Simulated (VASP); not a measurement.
A run of VASP 6.6.1:

Contents of INCAR:

```
SYSTEM = SrCl2
PREC = Accurate
ENCUT = 520
EDIFF = 1E-7
ISMEAR = -1
SIGMA = 0.05
LREAL = .FALSE.
LASPH = .TRUE.
NELM = 100
ALGO = Normal
ISIF = 2
LWAVE = .FALSE.
LCHARG = .FALSE.
GGA = PS
NBANDS = 19
```

File KPOINTS:

```
regular mesh
0
G
  7 7 7
  0 0 0
```

Contents of POSCAR:

```
SrCl2
1.0
    0.0000000000      3.4883500000      3.4883500000
    3.4883500000      0.0000000000      3.4883500000
    3.4883500000      3.4883500000      0.0000000000
Sr Cl
1 2
Direct
   -0.0097240000     -0.0002240000     -0.0007080000
    0.7494120000      0.7559290000      0.7488050000
    0.2603750000      0.2503140000      0.2444680000
```

Potentials or basis: VASP PAW PBE potentials, release 64 (Sr_sv, Cl).

The run is started by

```sh
$ cat potpaw_PBE.64/Sr_sv/POTCAR potpaw_PBE.64/Cl/POTCAR > POTCAR
$ mpirun -np 1 vasp_std > vasp.out
```

Hardware: 1 thread of Intel(R) Xeon(R) Platinum 8488C (Sapphire Rapids), with other jobs on the host.

Problem. Estimate the wall time of this run.

Solution. It took 3.3 min on 1 thread of Intel(R) Xeon(R) Platinum 8488C (Sapphire Rapids) (shared host), peak memory 0.42 GiB. Counts: scf iterations 13, k points 172.
